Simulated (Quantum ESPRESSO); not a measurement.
# SiNi (Pmmn) in Quantum ESPRESSO: equation of state

How stiff is SiNi in PBE, and what volume does it want? The cell is scaled to several volumes.

Everything below comes from runs of Quantum ESPRESSO 7.5. Logs are shortened: lines on timing, memory, paths and dates and some standing lists are left out, and cuts for length are marked.

## Step 1: The structure

Symmetry: Pmmn, No. 59, orthorhombic system. The conventional cell has a = 2.943 Å, b = 3.280 Å, c = 4.677 Å, α = 90.00°, β = 90.00°, γ = 90.00°. Around Ni (site symmetry mm2) lie 6 Si at 2.34 to 2.37 Å and 4 Ni at 2.65 Å. Si (site symmetry mm2) is surrounded by 6 Ni at 2.34 to 2.37 Å and 4 Si at 2.65 Å.

The cell is a database's computed one.

## Step 2: Single point, PBE, collinear spin, ferromagnetic start, 10.61 Å³/atom

File pw.in:

```
&CONTROL
  calculation = 'scf'
  prefix = 'pwscf'
  outdir = './tmp'
  pseudo_dir = './pseudo'
  tprnfor = .true.
  tstress = .true.
  disk_io = 'nowf'
/
&SYSTEM
  ibrav = 0
  nat = 4
  ntyp = 2
  ecutwfc = 55
  ecutrho = 440
  nbnd = 34
  occupations = 'smearing'
  smearing = 'fd'
  degauss = 0.00367493
  nspin = 2
  starting_magnetization(1) = 0.0556
  starting_magnetization(2) = 0
/
&ELECTRONS
  conv_thr = 8d-10
  electron_maxstep = 120
  mixing_beta = 0.3
/
ATOMIC_SPECIES
Ni    58.6934 ni_pbe_v1.4.uspp.F.UPF
Si    28.0850 Si.pbe-n-rrkjus_psl.1.0.0.UPF
CELL_PARAMETERS angstrom
   2.8826972597    0.0000000000    0.0000000000
   0.0000000000    3.2133613310    0.0000000000
   0.0000000000    0.0000000000    4.5819618704
ATOMIC_POSITIONS crystal
Ni     0.5000000000    0.5000000000    0.3424955900
Ni     0.0000000000    0.0000000000    0.6575044100
Si     0.5000000000    0.5000000000    0.8431431600
Si     0.0000000000    0.0000000000    0.1568568400
K_POINTS automatic
9 8 6 0 0 0
```

Potentials or basis: SSSP 1.3 efficiency PBE.

The run is started by

```bash
OMP_NUM_THREADS=1 mpirun -n 2 pw.x -nk 2 -in pw.in > pw.out
```

pw.out:

```text
This program is part of the open-source Quantum ESPRESSO suite
     for quantum simulation of materials; please cite
[... 6 lines left out ...]
     using ibrav=0 with symmetry is DISCOURAGED, use correct ibrav instead

     K-points division:     npool     =       2
     Subspace diagonalization in iterative solution of the eigenvalue problem:
     a serial algorithm will be used

     G-vector sticks info
     --------------------
     sticks:   dense  smooth     PW     G-vecs:    dense   smooth      PW
     Sum        1161     585    177                44593    15765    2687

     Using Slab Decomposition

     bravais-lattice index     =            0
     lattice parameter (alat)  =       5.4475  a.u.
     unit-cell volume          =     286.4222 (a.u.)^3
     number of atoms/cell      =            4
     number of atomic types    =            2
     number of electrons       =        44.00
     number of Kohn-Sham states=           34
     kinetic-energy cutoff     =      55.0000  Ry
     charge density cutoff     =     440.0000  Ry
     scf convergence threshold =      8.0E-10
     mixing beta               =       0.3000
     number of iterations used =            8  plain     mixing
     Exchange-correlation= PBE
                           (   1   4   3   4   0   0   0)

     celldm(1)=   5.447508  celldm(2)=   0.000000  celldm(3)=   0.000000
     celldm(4)=   0.000000  celldm(5)=   0.000000  celldm(6)=   0.000000

     crystal axes: (cart. coord. in units of alat)
               a(1) = (   1.000000   0.000000   0.000000 )
               a(2) = (   0.000000   1.114706   0.000000 )
               a(3) = (   0.000000   0.000000   1.589470 )

     reciprocal axes: (cart. coord. in units 2 pi/alat)
               b(1) = (  1.000000  0.000000  0.000000 )
               b(2) = (  0.000000  0.897097  0.000000 )
               b(3) = (  0.000000  0.000000  0.629140 )

     PseudoPot. # 1 for Ni read from file:
     ni_pbe_v1.4.uspp.F.UPF
     Pseudo is Ultrasoft + core correction, Zval = 18.0
     Generated by new atomic code, or converted to UPF format
     Using radial grid of  865 points,  6 beta functions with:
                l(1) =   0
                l(2) =   0
                l(3) =   1
                l(4) =   1
                l(5) =   2
                l(6) =   2
     Q(r) pseudized with 10 coefficients,  rinner =    0.980   0.980   0.980
                                                       0.980   0.980

     PseudoPot. # 2 for Si read from file:
     Si.pbe-n-rrkjus_psl.1.0.0.UPF
     Pseudo is Ultrasoft + core correction, Zval =  4.0
     Generated using "atomic" code by A. Dal Corso  v.5.1
     Using radial grid of 1141 points,  6 beta functions with:
                l(1) =   0
                l(2) =   0
                l(3) =   1
                l(4) =   1
                l(5) =   2
                l(6) =   2
     Q(r) pseudized with 0 coefficients

     atomic species   valence    mass     pseudopotential
     Ni               18.00    58.69340     Ni( 1.00)
     Si                4.00    28.08500     Si( 1.00)

     Starting magnetic structure
     atomic species   magnetization
     Ni              0.056
     Si              0.000

      8 Sym. Ops., with inversion, found ( 4 have fractional translation)

   Cartesian axes

     site n.     atom                  positions (alat units)
         1        Ni     tau(   1) = (   0.5000000   0.5573532   0.5443866  )
         2        Ni     tau(   2) = (   0.0000000   0.0000000   1.0450838  )
         3        Si     tau(   3) = (   0.5000000   0.5573532   1.3401511  )
         4        Si     tau(   4) = (   0.0000000   0.0000000   0.2493193  )

     number of k points=   100  Fermi-Dirac smearing, width (Ry)=  0.0037

     Number of k-points >= 100: set verbosity='high' to print them.

     Dense  grid:    44593 G-vectors     FFT dimensions: (  40,  48,  60)

     Smooth grid:    15765 G-vectors     FFT dimensions: (  30,  30,  45)

     Check: negative core charge=   -0.000007
     Generating pointlists ...
     new r_m :   0.3274 (alat units)  1.7835 (a.u.) for type    1
     new r_m :   0.3274 (alat units)  1.7835 (a.u.) for type    2

     Initial potential from superposition of free atoms

     starting charge      39.9989, renormalised to      44.0000
     Starting wfcs are   34 randomized atomic wfcs

     Self-consistent Calculation

     iteration #  1     ecut=    55.00 Ry     beta= 0.30
     Davidson diagonalization with overlap
     ethr =  1.00E-02,  avg # of iterations =  6.1

     total energy              =    -676.76358706 Ry
     estimated scf accuracy    <     105.79360786 Ry

     total magnetization       =     0.20 Bohr mag/cell
     absolute magnetization    =     0.25 Bohr mag/cell

     iteration #  2     ecut=    55.00 Ry     beta= 0.30
     Davidson diagonalization with overlap
     ethr =  1.00E-02,  avg # of iterations =  3.0

     total energy              =    -708.15108831 Ry
     estimated scf accuracy    <      36.69747665 Ry

     total magnetization       =     0.05 Bohr mag/cell
     absolute magnetization    =     0.08 Bohr mag/cell

     iteration #  3     ecut=    55.00 Ry     beta= 0.30
     Davidson diagonalization with overlap
     ethr =  1.00E-02,  avg # of iterations =  2.0

     total energy              =    -708.65755763 Ry
     estimated scf accuracy    <       5.63329730 Ry

     total magnetization       =     0.10 Bohr mag/cell
     absolute magnetization    =     0.16 Bohr mag/cell

     iteration #  4     ecut=    55.00 Ry     beta= 0.30
     Davidson diagonalization with overlap
     ethr =  1.00E-02,  avg # of iterations =  1.9

     total energy              =    -709.16721057 Ry
     estimated scf accuracy    <       0.59134537 Ry

     total magnetization       =     0.13 Bohr mag/cell
     absolute magnetization    =     0.35 Bohr mag/cell

     iteration #  5     ecut=    55.00 Ry     beta= 0.30
     Davidson diagonalization with overlap
     ethr =  1.34E-03,  avg # of iterations =  2.9

     total energy              =    -709.19132136 Ry
     estimated scf accuracy    <       5.23708810 Ry

     total magnetization       =    -0.00 Bohr mag/cell
     absolute magnetization    =     0.06 Bohr mag/cell

     iteration #  6     ecut=    55.00 Ry     beta= 0.30
     Davidson diagonalization with overlap
     ethr =  1.34E-03,  avg # of iterations =  2.0

     total energy              =    -709.45574438 Ry
     estimated scf accuracy    <       0.44293785 Ry

     total magnetization       =     0.07 Bohr mag/cell
     absolute magnetization    =     0.16 Bohr mag/cell

     iteration #  7     ecut=    55.00 Ry     beta= 0.30
     Davidson diagonalization with overlap
     ethr =  1.01E-03,  avg # of iterations =  1.2

     total energy              =    -709.50957716 Ry
     estimated scf accuracy    <       0.00789790 Ry

     total magnetization       =     0.03 Bohr mag/cell
     absolute magnetization    =     0.11 Bohr mag/cell

     iteration #  8     ecut=    55.00 Ry     beta= 0.30
     Davidson diagonalization with overlap
     ethr =  1.79E-05,  avg # of iterations =  5.1

     total energy              =    -709.50845931 Ry
     estimated scf accuracy    <       0.00936163 Ry

     total magnetization       =     0.02 Bohr mag/cell
     absolute magnetization    =     0.08 Bohr mag/cell

     iteration #  9     ecut=    55.00 Ry     beta= 0.30
     Davidson diagonalization with overlap
     ethr =  1.79E-05,  avg # of iterations =  1.6

     total energy              =    -709.50933277 Ry
     estimated scf accuracy    <       0.00092607 Ry

     total magnetization       =     0.00 Bohr mag/cell
     absolute magnetization    =     0.02 Bohr mag/cell

     iteration # 10     ecut=    55.00 Ry     beta= 0.30
     Davidson diagonalization with overlap
     ethr =  2.10E-06,  avg # of iterations =  2.1

     total energy              =    -709.50932077 Ry
     estimated scf accuracy    <       0.00038601 Ry

     total magnetization       =     0.00 Bohr mag/cell
     absolute magnetization    =     0.02 Bohr mag/cell

     iteration # 11     ecut=    55.00 Ry     beta= 0.30
     Davidson diagonalization with overlap
     ethr =  8.77E-07,  avg # of iterations =  2.0

     total energy              =    -709.50937262 Ry
     estimated scf accuracy    <       0.00007804 Ry

     total magnetization       =     0.00 Bohr mag/cell
     absolute magnetization    =     0.00 Bohr mag/cell

     iteration # 12     ecut=    55.00 Ry     beta= 0.30
     Davidson diagonalization with overlap
     ethr =  1.77E-07,  avg # of iterations =  1.0

     total energy              =    -709.50938355 Ry
     estimated scf accuracy    <       0.00000088 Ry

     total magnetization       =     0.00 Bohr mag/cell
     absolute magnetization    =     0.00 Bohr mag/cell

     iteration # 13     ecut=    55.00 Ry     beta= 0.30
     Davidson diagonalization with overlap
     ethr =  2.00E-09,  avg # of iterations =  2.0

     total energy              =    -709.50938354 Ry
     estimated scf accuracy    <       0.00000077 Ry

     total magnetization       =     0.00 Bohr mag/cell
     absolute magnetization    =     0.00 Bohr mag/cell

     iteration # 14     ecut=    55.00 Ry     beta= 0.30
     Davidson diagonalization with overlap
     ethr =  1.74E-09,  avg # of iterations =  2.0

     total energy              =    -709.50938369 Ry
     estimated scf accuracy    <       0.00000016 Ry

     total magnetization       =     0.00 Bohr mag/cell
     absolute magnetization    =     0.00 Bohr mag/cell

     iteration # 15     ecut=    55.00 Ry     beta= 0.30
     Davidson diagonalization with overlap
     ethr =  3.61E-10,  avg # of iterations =  1.1

     total energy              =    -709.50938371 Ry
     estimated scf accuracy    <          2.2E-09 Ry

     total magnetization       =     0.00 Bohr mag/cell
     absolute magnetization    =     0.00 Bohr mag/cell

     iteration # 16     ecut=    55.00 Ry     beta= 0.30
     Davidson diagonalization with overlap
     ethr =  5.04E-12,  avg # of iterations =  2.2

     Magnetic moment per site  (integrated on atomic sphere of radius R)
     atom   1 (R=0.327)  charge= 16.4302  magn=  0.0000
     atom   2 (R=0.327)  charge= 16.4302  magn=  0.0000
     atom   3 (R=0.327)  charge=  1.7715  magn=  0.0000
     atom   4 (R=0.327)  charge=  1.7715  magn=  0.0000

     End of self-consistent calculation

     Number of k-points >= 100: set verbosity='high' to print the bands.

     the Fermi energy is    17.4742 ev

!    total energy              =    -709.50938372 Ry
     estimated scf accuracy    <          1.7E-10 Ry
     smearing contrib. (-TS)   =      -0.00060848 Ry
     internal energy E=F+TS    =    -709.50877524 Ry

     The total energy is F=E-TS. E is the sum of the following terms:
     one-electron contribution =    -506.31905350 Ry
     hartree contribution      =     281.18437281 Ry
     xc contribution           =     -84.08332062 Ry
     ewald contribution        =    -400.29077393 Ry

     total magnetization       =     0.00 Bohr mag/cell
     absolute magnetization    =     0.00 Bohr mag/cell

     convergence has been achieved in  16 iterations

     Forces acting on atoms (cartesian axes, Ry/au):

     atom    1 type  1   force =     0.00000000    0.00000000    0.01039198
     atom    2 type  1   force =     0.00000000    0.00000000   -0.01039198
     atom    3 type  2   force =     0.00000000    0.00000000    0.00667077
     atom    4 type  2   force =     0.00000000    0.00000000   -0.00667077

     Total force =     0.017464     Total SCF correction =     0.000046

     Computing stress (Cartesian axis) and pressure

          total   stress  (Ry/bohr**3)                   (kbar)     P=      221.50
   0.00134835   0.00000000   0.00000000          198.35        0.00        0.00
   0.00000000   0.00148717   0.00000000            0.00      218.77        0.00
   0.00000000   0.00000000   0.00168176            0.00        0.00      247.40

=------------------------------------------------------------------------------=
   JOB DONE.
=------------------------------------------------------------------------------=
```

Run time: 2.6 min. Hardware: 2 MPI ranks of Arm Neoverse V2, shared host; peak memory 0.48 GiB.

Results:

```
Free energy                                           : -9653.3669 eV
Pressure                                              : 22.2 GPa
Largest force                                         : 0.267 eV/Å
Band gap on the k mesh                                : none (metal or under the smearing width)
Net moment                                            : 0.00 μB per cell
Absolute moment                                       : 0.00 μB per cell
Valence electrons inside the program's atomic spheres : Ni 16.43; Si 1.77
```

## Step 3: Single point, PBE, collinear spin, ferromagnetic start, 10.84 Å³/atom

pw.in: that of step 2 with these lines changed.

```diff
@@ -32,5 +32,5 @@
 CELL_PARAMETERS angstrom
-   2.8826972597    0.0000000000    0.0000000000
-   0.0000000000    3.2133613310    0.0000000000
-   0.0000000000    0.0000000000    4.5819618704
+   2.9029986135    0.0000000000    0.0000000000
+   0.0000000000    3.2359913818    0.0000000000
+   0.0000000000    0.0000000000    4.6142302706
 ATOMIC_POSITIONS crystal
```

Potentials or basis: SSSP 1.3 efficiency PBE.

The run is started by

```bash
OMP_NUM_THREADS=1 mpirun -n 2 pw.x -nk 2 -in pw.in > pw.out
```

Run time: 2.7 min. Hardware: 2 MPI ranks of Arm Neoverse V2, shared host; peak memory 0.5 GiB.

It converged, with:

```
Free energy                                           : -9653.4765 eV
Pressure                                              : 16.5 GPa
Largest force                                         : 0.198 eV/Å
Band gap on the k mesh                                : none (metal or under the smearing width)
Net moment                                            : 0.00 μB per cell
Absolute moment                                       : 0.00 μB per cell
Valence electrons inside the program's atomic spheres : Ni 16.45; Si 1.79
```

## Step 4: Single point, PBE, collinear spin, ferromagnetic start, 11.06 Å³/atom

pw.in: that of step 3 with these lines changed.

```diff
@@ -32,5 +32,5 @@
 CELL_PARAMETERS angstrom
-   2.9029986135    0.0000000000    0.0000000000
-   0.0000000000    3.2359913818    0.0000000000
-   0.0000000000    0.0000000000    4.6142302706
+   2.9230199262    0.0000000000    0.0000000000
+   0.0000000000    3.2583092690    0.0000000000
+   0.0000000000    0.0000000000    4.6460535540
 ATOMIC_POSITIONS crystal
```

The run is started by

```bash
OMP_NUM_THREADS=1 mpirun -n 2 pw.x -nk 2 -in pw.in > pw.out
```

It took 2.7 min on 2 MPI ranks of Arm Neoverse V2, shared host; peak memory 0.5 GiB.

It converged, with:

- Free energy: -9653.5559 eV
- Pressure: 11.5 GPa
- Largest force: 0.133 eV/Å
- Band gap on the k mesh: none (metal or under the smearing width)
- Net moment: 0.00 μB per cell
- Absolute moment: 0.00 μB per cell
- Valence electrons inside the program's atomic spheres: Ni 16.47; Si 1.80

## Step 5: Single point, PBE, collinear spin, ferromagnetic start, 11.29 Å³/atom

pw.in: that of step 4 with these lines changed.

```diff
@@ -32,5 +32,5 @@
 CELL_PARAMETERS angstrom
-   2.9230199262    0.0000000000    0.0000000000
-   0.0000000000    3.2583092690    0.0000000000
-   0.0000000000    0.0000000000    4.6460535540
+   2.9427706600    0.0000000000    0.0000000000
+   0.0000000000    3.2803255400    0.0000000000
+   0.0000000000    0.0000000000    4.6774467600
 ATOMIC_POSITIONS crystal
```

The run is started by

```bash
OMP_NUM_THREADS=1 mpirun -n 2 pw.x -nk 2 -in pw.in > pw.out
```

Run time: 2.7 min. Hardware: 2 MPI ranks of Arm Neoverse V2, shared host; peak memory 0.5 GiB.

It converged, with:

* Free energy: -9653.6083 eV
* Pressure: 6.9 GPa
* Largest force: 0.073 eV/Å
* Band gap on the k mesh: none (metal or under the smearing width)
* Net moment: 0.00 μB per cell
* Absolute moment: 0.00 μB per cell
* Valence electrons inside the program's atomic spheres: Ni 16.49; Si 1.82

## Step 6: Single point, PBE, collinear spin, ferromagnetic start, 11.51 Å³/atom

pw.in: that of step 5 with these lines changed.

```diff
@@ -32,5 +32,5 @@
 CELL_PARAMETERS angstrom
-   2.9427706600    0.0000000000    0.0000000000
-   0.0000000000    3.2803255400    0.0000000000
-   0.0000000000    0.0000000000    4.6774467600
+   2.9622597754    0.0000000000    0.0000000000
+   0.0000000000    3.3020501833    0.0000000000
+   0.0000000000    0.0000000000    4.7084241314
 ATOMIC_POSITIONS crystal
```

Potentials or basis: SSSP 1.3 efficiency PBE.

The run is started by

```bash
OMP_NUM_THREADS=1 mpirun -n 2 pw.x -nk 2 -in pw.in > pw.out
```

It took 2.7 min on 2 MPI ranks of Arm Neoverse V2, shared host; peak memory 0.52 GiB.

It converged, with:

* Free energy: -9653.6365 eV
* Pressure: 2.8 GPa
* Largest force: 0.016 eV/Å
* Band gap on the k mesh: none (metal or under the smearing width)
* Net moment: 0.00 μB per cell
* Absolute moment: 0.00 μB per cell
* Valence electrons inside the program's atomic spheres: Ni 16.51; Si 1.83

## Step 7: Single point, PBE, collinear spin, ferromagnetic start, 11.74 Å³/atom

pw.in: that of step 6 with these lines changed.

```diff
@@ -32,5 +32,5 @@
 CELL_PARAMETERS angstrom
-   2.9622597754    0.0000000000    0.0000000000
-   0.0000000000    3.3020501833    0.0000000000
-   0.0000000000    0.0000000000    4.7084241314
+   2.9814957675    0.0000000000    0.0000000000
+   0.0000000000    3.3234926684    0.0000000000
+   0.0000000000    0.0000000000    4.7389991708
 ATOMIC_POSITIONS crystal
```

The run is started by

```bash
OMP_NUM_THREADS=1 mpirun -n 2 pw.x -nk 2 -in pw.in > pw.out
```

Run time: 2.7 min. Hardware: 2 MPI ranks of Arm Neoverse V2, shared host; peak memory 0.52 GiB.

The run converged. Its results:

| Property | Result |
| --- | --- |
| Free energy | -9653.6430 eV |
| Pressure | -0.8 GPa |
| Largest force | 0.040 eV/Å |
| Band gap on the k mesh | none (metal or under the smearing width) |
| Net moment | 0.00 μB per cell |
| Absolute moment | 0.00 μB per cell |
| Valence electrons inside the program's atomic spheres | Ni 16.52; Si 1.84 |

## Step 8: Single point, PBE, collinear spin, ferromagnetic start, 11.97 Å³/atom

pw.in: that of step 7 with these lines changed.

```diff
@@ -32,5 +32,5 @@
 CELL_PARAMETERS angstrom
-   2.9814957675    0.0000000000    0.0000000000
-   0.0000000000    3.3234926684    0.0000000000
-   0.0000000000    0.0000000000    4.7389991708
+   3.0004866984    0.0000000000    0.0000000000
+   0.0000000000    3.3446619823    0.0000000000
+   0.0000000000    0.0000000000    4.7691846927
 ATOMIC_POSITIONS crystal
```

The run is started by

```bash
OMP_NUM_THREADS=1 mpirun -n 2 pw.x -nk 2 -in pw.in > pw.out
```

Wall time 2.7 min (2 MPI ranks of Arm Neoverse V2, shared host); peak memory 0.54 GiB.

Results (log left out):

```
Free energy                                           : -9653.6300 eV
Pressure                                              : -4.0 GPa
Largest force                                         : 0.087 eV/Å
Band gap on the k mesh                                : none (metal or under the smearing width)
Net moment                                            : 0.00 μB per cell
Absolute moment                                       : 0.00 μB per cell
Valence electrons inside the program's atomic spheres : Ni 16.54; Si 1.86
```

## Step 9: Equation of state, PBE, collinear spin, ferromagnetic start

Potentials or basis: SSSP 1.3 efficiency PBE.

This step only gathers the single runs of the series.

What came out:

- Equilibrium volume: 11.70 Å³/atom
- Bulk modulus at fixed shape and positions: 183 GPa
- Pressure derivative of the bulk modulus: 4.6

Energy against volume, from the lowest point:
```csv
volume (Å³/atom),energy (meV/atom)
10.611,69.02
10.837,41.64
11.062,21.78
11.288,8.68
11.514,1.63
11.740,0.00
11.965,3.25
```

Caveat: the cell was scaled at fixed shape and fractional positions, which overstates the stiffness of a crystal with free parameters, most of all of layers and chains.
